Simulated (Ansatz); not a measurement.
**MnS under changes of volume**

One of the cells (15.435 Å³/atom); the others are scaled copies at fixed shape and fractional positions:

```
Mn S
1.0
     0.00000    2.48984    2.48984
     2.48984    0.00000    2.48984
     2.48984    2.48984    0.00000
Mn S
1 1
Direct
  0.00000 0.00000 0.00000
  0.75000 0.75000 0.75000
```

The cell is a database's computed one.

| Quantity | Value |
| --- | --- |
| Program | Ansatz 0.2.0 |
| Functional | LDA |
| Potentials or basis | all-electron LAPW, scalar-relativistic |
| Cutoff | 338 eV (chosen from the basis error) |
| Basis error allowed | 0.001 eV/atom |
| k mesh | 9 × 9 × 9 |
| Occupations | fermi-dirac, width 0.05 eV |
| Spin | collinear spin, ferromagnetic start |
| Starting moments | [4.0, 0.0] μB |

```csv
volume (Å³/atom),energy over the lowest point (meV/atom),pressure (GPa)
14.830,0.00,-4.2
15.133,10.58,-6.9
15.435,26.09,-9.4
15.738,?,?
16.041,69.86,-13.5
```

Question: What does the run at 15.738 Å³/atom give?

Answer: Energy over the lowest point 46.01 meV/atom; pressure -11.6 GPa.

Worked out: A Birch-Murnaghan fit of order 2 (a polynomial in V^(-2/3)) to the other rows has its minimum at 14.42 Å³/atom, just outside them, with B0 = V·E''(V) = 158 GPa. It gives 45.98 meV/atom at 15.738 Å³/atom, against the run's 46.01, and -dE/dV = -11.6 GPa, against -11.6.

Energies are extrapolated to zero smearing.

Caveats: the moment fell far below its start of 4 μB, so a state of higher moment may lie lower in energy; the starting moments weren't kept.
